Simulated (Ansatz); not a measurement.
SiO2: computed properties

These are results of DFT PBE, scalar-relativistic, plane waves, PAW in Ansatz 0.2.0, not measurements.

Settings: cutoff 420 eV, Γ-centred mesh 6×6×6 on the computed 6-atom cell, Gaussian smearing of 0.02 eV; no spin polarisation.

The structure is relaxed at this level of theory with its symmetry kept. This form isn't the usual stable structure of the compound.

```
Si O
1.0
     0.00000    3.73037    3.73037
     3.73037    0.00000    3.73037
     3.73037    3.73037    0.00000
Si O
2 4
Direct
  0.50000 0.50000 0.50000
  0.75000 0.75000 0.75000
  0.62500 0.62500 0.62500
  0.12500 0.62500 0.62500
  0.62500 0.62500 0.12500
  0.62500 0.12500 0.62500
```

```
Space group                                                       : Fd-3m (No. 227)
Volume per atom                                                   : 17.30 Å³
Formation energy from the elements' standard states (uncorrected) : -2.770 eV/atom
Kohn–Sham band gap                                                : 5.37 eV
Löwdin character of the top 1 eV of the valence band              : O 2p 97 %
Bader charges (e)                                                 : Si (2 in the cell) 3.32, O (4 in the cell) -1.66
```

Cost: 1 run of about 0.96 core-minutes, on Arm Neoverse V1 (shared hosts).